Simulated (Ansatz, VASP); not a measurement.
# AgW6S16 (Tungstenite): VASP beside Ansatz, part 2 of 2

Wanted: the spread between two codes on one cell, functional and k mesh. The structure shown is the end of the VASP relaxation below.

VASP 6.6.1 and Ansatz 0.2.0.

So far: Starting point; VASP: relaxation, PBE.

### Step 3. Ansatz: single point, PBE

Level of this step: Ansatz beside VASP: Kohn-Sham DFT, plane waves, PBE (Ansatz).

Ansatz runs on its default PAW (the set named soft_2) files.

The same cell, functional, mesh and smearing now go to Ansatz, which takes its cutoff from its data sets.

File input.yaml:

```yaml
crystal:
  lattice:
    - [6.36536925, 0.0, 0.0]
    - [-3.18268462, 5.51257147, 0.0]
    - [0.0, 0.0, 13.81218663]
  atoms:
    - { symbol: W, position: [0.34419043, 0.67181681, 0.75438224] }
    - { symbol: W, position: [0.84109161, 0.18537865, 0.75269783] }
    - { symbol: W, position: [0.8378127, 0.65782992, 0.75141726] }
    - { symbol: W, position: [0.18231014, 0.83692838, 0.25004641] }
    - { symbol: W, position: [0.6636794, 0.33038701, 0.25246126] }
    - { symbol: W, position: [0.65315951, 0.83693628, 0.25013681] }
    - { symbol: Ag, position: [0.27326409, 0.12867793, 0.7345026] }
    - { symbol: S, position: [0.32934922, 0.19307729, 0.35104436] }
    - { symbol: S, position: [0.35983911, 0.7228587, 0.37528703] }
    - { symbol: S, position: [0.85713262, 0.19138273, 0.35230388] }
    - { symbol: S, position: [0.8381803, 0.67841085, 0.36180024] }
    - { symbol: S, position: [0.18369993, 0.3411098, 0.86115383] }
    - { symbol: S, position: [0.1751553, 0.82552608, 0.86327758] }
    - { symbol: S, position: [0.71554203, 0.35915243, 0.87634783] }
    - { symbol: S, position: [0.68730435, 0.84432815, 0.86451986] }
    - { symbol: S, position: [0.36253273, 0.1350113, 0.12644848] }
    - { symbol: S, position: [0.30902365, 0.6181697, 0.15223922] }
    - { symbol: S, position: [0.77409392, 0.13692026, 0.12752001] }
    - { symbol: S, position: [0.83426023, 0.67049224, 0.14013252] }
    - { symbol: S, position: [0.14914344, 0.36766299, 0.62791125] }
    - { symbol: S, position: [0.14592785, 0.77175766, 0.62639215] }
    - { symbol: S, position: [0.65134624, 0.32553245, 0.64303073] }
    - { symbol: S, position: [0.67951526, 0.84119026, 0.64030803] }
total_charge: 1
hamiltonian:
  xc: pbe
  pseudopotentials: { kind: paw }
kpoints:
  mp_grid: { grid: [2, 2, 1] }
scf:
  occupations: { method: gaussian, width: 0.05 }
  n_extra_bands: 9
output:
  forces: true
  eigenvalues: true
```

On the command line:

```bash
$ ansatz run input.yaml --threads 8 --pin off --max-ram 18432MiB --backend cpu --events-out ev --progress --plain --runs-dir out
```

Numbers of over 12 decimals in the logs are rounded to 6 here.

The program printed:

```text
scf.n_extra_bands = 9 over 99 filled bands (N_el = 198.0): the run solves 108 bands
Engine: ansatz 0.2.0, aarch64-unknown-linux-gnu
Pseudopotentials: kind: paw
Pseudopotential: W, paw, valence charge 14, recommended cutoff 420 eV (normal), W.paw.azcp
Pseudopotential: Ag, paw, valence charge 19, recommended cutoff 420 eV (normal), Ag.paw.azcp
Pseudopotential: S, paw, valence charge 6, recommended cutoff 420 eV (normal), S.paw.azcp
Functional definition: PBE
  parameter kappa = 0.804
  parameter beta = 0.066725
  exchange = pbe_x(kappa = kappa, mu = beta*pi^2/3)
  correlation = pbe_c(beta = beta)
Crystal: 23 atoms, lattice volume = 484.663 Å³
Basis set: ecut = 420 eV, 9563 PW (Γ), exchange–correlation on 90×90×192 points (8 copies of the dense FFT grid, shifted against one another)
Bands: 108, of which v1, the nominal top of the filled ones, is band 99 counted from 1 (98 counted from 0)
Symmetry: 1 space group operations
Space group: P1 (ITA 1), of the structure as read, at distance tolerance 7.9e-5 Å
k-points: 4
Non-local potential: W, projectors of the file, l = 0: 3, l = 1: 2, l = 2: 2, l = 3: 1
Non-local potential: Ag, projectors of the file, l = 0: 3, l = 1: 2, l = 2: 2, l = 3: 1
Non-local potential: S, projectors of the file, l = 0: 2, l = 1: 2, l = 2: 2
PAW form: soft (Blöchl's): semilocal exchange-correlation on the pseudo side does not see the compensation charge
PAW one-centre angular grid: W, 590 points (default); XC on 64 Gauss nodes
PAW one-centre angular grid: Ag, 590 points (default); XC on 64 Gauss nodes
PAW one-centre angular grid: S, 110 points (default); XC on 64 Gauss nodes
Initial density: superposition of atomic densities (neutral atoms scaled as one to the charged cell's electrons: chi_scale 0, normalization atom), corrected by the library's trained network
Initial wavefunctions: pseudopotential atomic-orbital guess
Functional: x = pbe(κ = 0.804, μ = 0.219515), c = pbe(β = 0.066725)
SCF iter   1: F=—  HF=-84350.073671 eV  |F-HF|=—  |Δ(HF+E_count)|=         —  Δρ=2.43e-2  dr2=1.56e1  ethr=1.77e-3  ⟨swp⟩=7.0  Hψ=1933  notcnv=0
preconditioner: auto → LDOS  [metal: Δε(μ)=0.019 eV  Ē_g=6.707 eV  σ=0.050 eV  W_gap=0.21  n_scr=112 (ndim 8)  ℏωp=20.1 eV  f_vac=0.114  D(μ)=19.03/eV (n_scr^D=160)  β→1.0]
SCF iter   2: F=—  HF=-84349.703684 eV  |F-HF|=—  |Δ(HF+E_count)|=   3.70e-1  Δρ=2.07e-2  dr2=4.48e0  ethr=1.77e-3  ⟨swp⟩=3.0  Hψ=783  notcnv=0  defer=13
SCF iter   3: F=—  HF=-84349.052724 eV  |F-HF|=—  |Δ(HF+E_count)|=   6.51e-1  Δρ=6.59e-3  dr2=2.82e-1  ethr=1.77e-3  ⟨swp⟩=2.8  Hψ=648  notcnv=0  defer=13
SCF iter   4: F=—  HF=-84349.016705 eV  |F-HF|=—  |Δ(HF+E_count)|=   3.60e-2  Δρ=3.12e-3  dr2=1.43e-1  ethr=1.42e-4  ⟨swp⟩=2.5  Hψ=802  notcnv=0  defer=12
SCF iter   5: F=—  HF=-84349.001367 eV  |F-HF|=—  |Δ(HF+E_count)|=   1.53e-2  Δρ=8.75e-4  dr2=6.14e-3  ethr=7.24e-5  ⟨swp⟩=2.0  Hψ=640  notcnv=0  defer=12
SCF iter   6: F=—  HF=-84349.000984 eV  |F-HF|=—  |Δ(HF+E_count)|=   3.83e-4  Δρ=3.47e-4  dr2=7.63e-4  ethr=3.10e-6  ⟨swp⟩=2.0  Hψ=685  notcnv=0  defer=12
SCF iter   7: F=—  HF=-84349.000989 eV  |F-HF|=—  |Δ(HF+E_count)|=   5.08e-6  Δρ=1.12e-4  dr2=9.48e-5  ethr=3.85e-7  ⟨swp⟩=2.0  Hψ=632  notcnv=0  defer=12
SCF iter   8: F=—  HF=-84349.000960 eV  |F-HF|=—  |Δ(HF+E_count)|=   2.84e-5  Δρ=4.17e-5  dr2=1.72e-5  ethr=4.79e-8  ⟨swp⟩=2.0  Hψ=663  notcnv=0  defer=12
SCF iter   9: F=—  HF=-84349.000959 eV  |F-HF|=—  |Δ(HF+E_count)|=   1.47e-6  Δρ=1.90e-5  dr2=3.65e-6  ethr=8.70e-9  ⟨swp⟩=2.0  Hψ=632  notcnv=0  defer=12
SCF iter  10: F=—  HF=-84349.000959 eV  |F-HF|=—  |Δ(HF+E_count)|=   3.02e-7  Δρ=8.31e-6  dr2=7.20e-7  ethr=1.84e-9  ⟨swp⟩=2.0  Hψ=655  notcnv=0  defer=12
SCF iter  11: F=-84349.000959 eV  HF=-84349.000959 eV  |F-HF|=6.78e-8  |Δ(HF+E_count)|=   1.12e-7  Δρ=2.86e-6  dr2=8.57e-8  ethr=5.05e-11  ⟨swp⟩=11.2  Hψ=2091  notcnv=0
SCF 1 converged in 11 iterations: F = -84349.000959 eV  dr2 = 8.57e-8
  greatest PAW one-centre occupation: 1.000 electrons in one spin orbital (limit 2), on the Ag atom at site 6 (counted from 0), in its partial waves of l = 0
SCF converged after 11 iterations
Free energy (F): -84349.000959 eV
Harris-Foulkes:  -84349.000959 eV  (|F-HF|=6.78e-8)
Internal energy: -84348.992306 eV  (E = F + TS)
E sigma→0 (E₀):  -84348.996632 eV
Entropy (-TS):   -0.008653 eV (-0.376 meV/atom)
Fermi energy:    8.467152 eV
--- Per-component energies (eV) ---
  E_band       = -1981.335641
  E_kinetic    = 4920.435038
  E_local      = -20199.402826  (includes V_loc(G=0)·N_el)
  E_nonlocal   = 538.894063
  E_hartree    = 8522.680367
  E_xc         = -3327.319807
  E_vxc        = -3049.701987  (∫ρ·V_xc dr)
  E_paw        = -64878.492572  (= ΣΔE_a)
  E_vpaw       = -1236.908327  (= ΣTr[D̂ρ^β])
  E_aug_tail   = -0.000037  (compensation charges beyond the density's cutoff)
  E_ewald      = -9925.786532
  E_smearing   = -0.008653  (= −TS)
  E_closure    = -0.000000  (closes the sum)
  E_deformation_potential = 14.452051  (in the stress; not in F)
  Σ components = -84349.000959   (vs F -84349.000959, Δ=0.00e0)
--- Forces (eV/Å), atoms counted from 1 ---
  atom   1  W     -0.00892157    -0.01856393    -0.00110085
  atom   2  W     -0.00341028    -0.01292035    -0.01110793
  atom   3  W      0.00978461    -0.01784342     0.01791470
  atom   4  W     -0.00255350     0.02578039     0.00579099
  atom   5  W      0.00706079    -0.02933446     0.01042514
  atom   6  W     -0.00277335     0.02043932    -0.00350258
  atom   7  Ag    -0.01395834     0.01954236    -0.02982097
  atom   8  S     -0.01673481     0.01884630     0.04075414
  atom   9  S      0.00193184    -0.01346162     0.04742766
  atom  10  S      0.03446923     0.01643998     0.02534006
  atom  11  S     -0.00150191    -0.00164291     0.04607831
  atom  12  S      0.02078379    -0.00681154     0.04110624
  atom  13  S      0.01462135     0.02502450     0.05123416
  atom  14  S     -0.02648981    -0.03381589     0.04029676
  atom  15  S      0.01584321     0.00091777     0.05939332
  atom  16  S     -0.06047041     0.00946109    -0.03289390
  atom  17  S     -0.01032115    -0.03261010    -0.03823876
  atom  18  S      0.04632127    -0.00214364    -0.04586733
  atom  19  S      0.00281809    -0.00761369    -0.04496602
  atom  20  S     -0.00604174     0.01072598    -0.06209866
  atom  21  S     -0.00591332     0.04240357    -0.02078461
  atom  22  S     -0.01225873    -0.00700960    -0.05341899
  atom  23  S      0.01774752    -0.00580828    -0.04209517
  max |Σ_I F_I| component: 1.34e-4 eV/Å
--- Band table (eV) ---
  k-point 0: bands = [... 95 lower, 7.6995, 7.9471, 8.0893, 8.1144, 8.4287, 8.5202, 8.9798, 9.1478, ... 5 higher]
  k-point 1: bands = [... 95 lower, 7.1783, 7.6644, 7.9516, 8.5192, 8.6446, 8.7823, 8.8905, 8.9026, ... 5 higher]
  k-point 2: bands = [... 95 lower, 7.3251, 7.5646, 8.0441, 8.3234, 8.5731, 8.6376, 8.9147, 8.9959, ... 5 higher]
  k-point 3: bands = [... 95 lower, 7.1861, 7.5738, 7.9859, 8.0836, 8.6553, 8.8223, 8.9180, 8.9801, ... 5 higher]
```

Elapsed: 5 s, on 8 threads of Arm Neoverse N1, shared host; peak memory 1.4 GiB.

In the SCF lines HF is the Harris–Foulkes energy and dr2 the Hartree energy of the density residual, in eV; the loop may stop once dr2 is under the threshold and the program's other checks hold. Hψ counts applications of the Hamiltonian.

### Step 4. Comparison

Known differences besides the potentials themselves: the data sets hold 198 valence electrons in Ansatz (default PAW (the set named soft_2) files) and 142 in VASP; the cutoff is 420 eV in Ansatz and 280 eV in VASP (PREC = Normal, projectors in real space). Total energies have different zeros and are not compared.

At this near-relaxed geometry the largest component of a force difference is 54 meV/Å. VASP's last cycles still show a density residual of 3e-03, so its state may not be settled.

### Step 5. What the set-up changes

Further runs change the set-up of one program: Ansatz's method, potentials or start, or VASP's data sets, cutoff or form of LDA. The table gives Ansatz less VASP for each quantity, since a change that brings one quantity closer may part another.

| run | r.m.s. force difference (meV/Å) |
| --- | --- |
| as above | 25 |
| Ansatz's larger PAW set (cutoff 880 eV) | 29 |
| norm-conserving potentials (cutoff 1007 eV) | 28 |

### Step 6. Summary of results

```
r.m.s. force difference (single point, PBE) : 25 meV/Å
```

**Reading.** The r.m.s. force difference is 25 meV/Å (single point, PBE), beyond the 12 meV/Å picked in this series as the mark of a large difference. For single point, PBE, no further run moves any of the tabulated differences by more than a quarter of its size. Such differences can come from data sets, numerical settings and the points named under the comparisons, not from the functional's error against experiment.

[Lines on the potential files, build, host, timing and source positions are cut from VASP's logs without a mark.]

[Logs are printed without paths, hosts, clocks, repeated set-up lines and the standing remarks that a program may print on its own settings, such as how far it seeks lower states.]

[Hosts, paths, dates, database ids (printed as entryN), source tags and the programs' standing remarks are cut or masked in the printed files.]
